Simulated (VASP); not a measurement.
Crystal: Ta2N.

```xyz
3
Lattice="3.1129 0.0000 0.0000 -1.5564 2.6958 0.0000 0.0000 0.0000 4.8698" Properties=species:S:1:pos:R:3 pbc="T T T"
Ta    0.0000    1.7972    1.2404
Ta    1.5564    0.8986    3.6294
N     0.0000    0.0000    0.0000
```

The cell comes from a database or a generator and needn't be the stable form of this composition.

- Program: VASP 6.6.1
- Task: relaxation of cell and atoms
- Functional: PBEsol
- Potentials or basis: VASP PAW PBE potentials, release 64 (Ta_pv, N)
- Cutoff: 600 eV
- k mesh: 8 × 8 × 6
- Occupations: fermi-dirac, width 0.05 eV
- Spin: no spin polarisation

At the start: pressure -8.7 GPa; volume 13.62 Å³/atom.

Question: How do energy, volume and symmetry change on relaxing?

Answer: Over 10 steps the energy falls by 12.2 meV/atom and the volume is 13.24 Å³/atom (-2.8 %); space group P-3m1 (No. 164, to 0.05 Å).

The path:
```tsv
step	energy change (eV)	largest force (eV/Å)	pressure (GPa)	volume (Å³)
1	0.0000	0.3491	-8.73	40.87
2	0.2324	0.8572	29.52	36.63
3	-0.0357	0.0947	-0.19	39.68
4	-0.0357	0.0862	0.04	39.65
5	-0.0357	0.0803	0.23	39.62
6	-0.0362	0.0225	0.21	39.66
7	-0.0362	0.0153	0.19	39.68
8	-0.0364	0.0146	-0.46	39.78
9	-0.0364	0.0050	-0.33	39.75
10	-0.0365	0.0109	0.05	39.71
```

Final structure:
```
Ta N
1.0
     3.08910    0.00000    0.00000
    -1.54455    2.67524    0.00000
     0.00000    0.00000    4.80488
Ta N
2 1
Direct
  0.33333 0.66667 0.25223
  0.66667 0.33333 0.74777
  0.00000 0.00000 0.00000
```

Caveat: the PAW data sets were made with another functional, which shifts forces and pressure a little.
